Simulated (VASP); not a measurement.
A run of VASP 6.6.1 is set up as follows.

INCAR

```
SYSTEM = Ge
  PREC = Accurate
  ENCUT = 500
  EDIFF = 1E-6
  ISMEAR = 0
  SIGMA = 0.02
  LREAL = .False.
  LASPH = .True.
  NELM = 80
  ALGO = Normal
  ISIF = 2
  LWAVE = .False.
  LCHARG = .True.
  GGA = PE
  LELF = .True.
  LVHAR = .True.
```

File KPOINTS:

```
Automatic mesh
0
Gamma
  8 8 8
  0 0 0
```

Contents of POSCAR:

```
Ge
1.0
    0.0000000000      2.8289100000      2.8289100000
    2.8289100000      0.0000000000      2.8289100000
    2.8289100000      2.8289100000      0.0000000000
Ge
2
Direct
    0.7500000000      0.7500000000      0.7500000000
    0.5000000000      0.5000000000      0.5000000000
```

Potentials or basis: VASP PAW PBE potentials, release 64 (Ge).

Launch:

```sh
$ cat potpaw_PBE.64/Ge/POTCAR > POTCAR
$ mpirun -np 1 vasp_std > vasp.out
```

(1) Estimate the band gap on the k mesh.

(2) Predict the pressure.

## Answers

(1) 0.06 eV, direct.

(2) 4.4 GPa.

**What was measured.**

From “Electronic and optical properties of SixGe1-x-ySny alloys lattice-matched to Ge”, 2021, arxiv:2109.02782, for a bulk crystal of Ge at 300 K: band gap 0.807 eV (direct).

A measured gap of Ge is 0.807 eV (direct; 300 K; “Electronic and optical properties of SixGe1-x-ySny alloys lattice-matched to Ge”, 2021, arxiv:2109.02782); the calculated 0.06 eV misses it by -0.74 eV. 3 values of this kind are on record (0.666 to 0.807 eV); this one was drawn at random among those near their median. Spin-orbit coupling on Ge is left out. The value is that of PBE on a finite k mesh, which can miss the band edges, without temperature or zero-point motion. Semilocal functionals fall short of measured gaps as a rule.
